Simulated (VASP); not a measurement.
Wanted: the native input for a VASP 6.6.1 run.

```
Task                   : work function
Functional             : PBEsol
Potentials or basis    : VASP PAW PBE potentials, release 64 (Cd, Te)
Cutoff                 : 520 eV
k mesh                 : 4 × 6 × 1
Occupations            : gaussian, width 0.05 eV
Spin                   : no spin polarisation
Dipole correction      : yes
Further INCAR settings : ALGO = Fast; EDIFF = 1e-06
```

The structure of CdTe lies in POSCAR:

```
CdTe
1.0
    6.4100000000      0.0000000000      0.0000000000
    0.0000000000      4.5325544670      0.0000000000
    0.0000000000      0.0000000000     29.5976634020
Cd Te
7 7
Direct
    0.5000000000      0.5000000000      0.2702916069
    0.0000000000      0.0000000000      0.3468610712
    0.5000000000      0.5000000000      0.4234305356
    0.0000000000      0.0000000000      0.5000000000
    0.5000000000      0.5000000000      0.5765694644
    0.0000000000      0.0000000000      0.6531389288
    0.5000000000      0.5000000000      0.7297083931
    0.7500000000      0.0000000000      0.2702916069
    0.2500000000      0.5000000000      0.3468610712
    0.7500000000      0.0000000000      0.4234305356
    0.2500000000      0.5000000000      0.5000000000
    0.7500000000      0.0000000000      0.5765694644
    0.2500000000      0.5000000000      0.6531389288
    0.7500000000      0.0000000000      0.7297083931
```

The input as run:

INCAR

```
  PREC = Accurate
  ENCUT = 520
  EDIFF = 1E-6
  ISMEAR = 0
  SIGMA = 0.05
  LREAL = False
  LASPH = True
  NELM = 80
  ALGO = Fast
  ISIF = 2
  LWAVE = False
  LCHARG = True
  LDIPOL = True
  IDIPOL = 3
  DIPOL = 0.5 0.5 0.500
  GGA = PS
  LVHAR = True
  LVACPOTAV = True
  KPAR = 8
```

KPOINTS

```
regular mesh
0
Gamma
  4 6 1
```

Potentials or basis: VASP PAW PBE potentials, release 64 (Cd, Te).

Launch:

```console
$ cat potpaw_PBE.64/Cd/POTCAR potpaw_PBE.64/Te/POTCAR > POTCAR
$ mpirun -np 8 vasp_std > vasp.out
```

It gave:

```yaml
Largest_force: 0.910 eV/Å
Band_gap_on_the_k_mesh: 0.76 eV, direct
Ionisation_potential_of_the_upper_face: 4.87 eV
```

Caveat: the PAW data sets were made with another functional, which shifts forces and pressure a little; spin-orbit coupling is left out, which moves the levels of the heavy elements.

Wall time 5.9 min on 8 MPI ranks on Intel(R) Xeon(R) Platinum 8488C (Sapphire Rapids) (shared host), peak memory 1.1 GiB a rank.
